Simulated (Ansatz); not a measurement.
# AlN: the cost of one run

Program: Ansatz 0.2.0. Level of theory: DFT PBE, scalar-relativistic, plane waves, PAW. These are calculated values, not measurements.

**1. The structure to begin with**

It takes space group F-43m (No. 216, cubic). The conventional cell has a = 4.368 Å, b = 4.368 Å, c = 4.368 Å, α = 90.00°, β = 90.00°, γ = 90.00°. Al (site symmetry -43m) has 4 N at 1.89 Å in its first shell of neighbours. N (site symmetry -43m) has 4 Al at 1.89 Å in its first shell of neighbours.

Coordinates:

```xyz
12
Lattice="2.1840 -2.1840 0.0000 2.1840 0.0000 -2.1840 8.7360 8.7360 8.7360" Properties=species:S:1:pos:R:3 pbc="T T T"
Al    4.3680    0.0000    0.0000
Al    0.0000    0.0000    0.0000
Al    4.3680    2.1840    2.1840
Al    8.7360    4.3680    4.3680
Al    4.3680    4.3680    4.3680
Al    8.7360    6.5520    6.5520
N     7.6440    3.2760    3.2760
N     7.6440    1.0920    1.0920
N     7.6440    5.4600    5.4600
N     3.2760   -1.0920   -1.0920
N     7.6440    7.6440    7.6440
N     3.2760    1.0920    1.0920
```

It goes back to an entry of the Materials Project, which need not be the stable form.

No relaxation comes first: the listed cell is the starting point.

**2. The reference cell**

The cell is repeated 6 times, 12 atoms in all. Reference values: F = -5545.2206 eV; pressure 4.86 GPa; largest force 0.000 eV/Å; gap on the mesh 3.33 eV. It was computed beforehand with the settings of the runs below.

**3. Setting up a stacking-fault curve**

The cut lies on the cell's a–b face, a (1 -1 1) plane of area 8.26 Å², between layers 1.89 Å apart (N below, Al above); the cell is 15.1 Å thick. Vector c is tilted by f times 1·a + 0·b (length 3.089 Å) with the atoms' Cartesian places fixed: one unrelaxed fault per cell.

**4. At f = 0.200**

The input, input.yaml:

```yaml
crystal:
  lattice:
    - [2.1839935596, -2.1839935596, 0.0]
    - [2.1839935596, 0.0, -2.1839935596]
    - [9.1727729503, 8.2991755265, 8.7359742384]
  atoms:
    - { symbol: Al, position: [0.6541733333, 0.6666666667, 0.0624666667] }
    - { symbol: Al, position: [-0.17916, 0.0, 0.8958] }
    - { symbol: Al, position: [0.2875066667, 0.3333333333, 0.2291333333] }
    - { symbol: Al, position: [0.5541733333, 0.6666666667, 0.5624666667] }
    - { symbol: Al, position: [-0.07916, 0.0, 0.3958] }
    - { symbol: Al, position: [0.1875066667, 0.3333333333, 0.7291333333] }
    - { symbol: "N", position: [0.5791733333, 0.6666666667, 0.4374666667] }
    - { symbol: "N", position: [0.94584, 1.0, 0.2708] }
    - { symbol: "N", position: [0.2125066667, 0.3333333333, 0.6041333333] }
    - { symbol: "N", position: [0.4791733333, 0.6666666667, 0.9374666667] }
    - { symbol: "N", position: [-0.15416, 0.0, 0.7708] }
    - { symbol: "N", position: [0.3125066667, 0.3333333333, 0.1041333333] }
basis:
  ecutwfc: 420
kpoints:
  mp_grid: { grid: [8, 8, 2] }
hamiltonian:
  xc: pbe
scf:
  occupations: { method: gaussian, width: 0.05 }
output:
  forces: true
  stress: true
  eigenvalues: true
```

Started as:

```sh
$ ansatz run input.yaml --threads 2 --pin off --max-ram 5120MiB --backend cpu --events-out ev --progress --plain --runs-dir out
```

**Question.** How long does this run take on 2 threads of Intel Xeon Platinum 8259CL at 2.50GHz (Skylake/Cascade Lake), shared host, and how much memory does it need?

About 11 s, with a peak of 0.55 GiB.
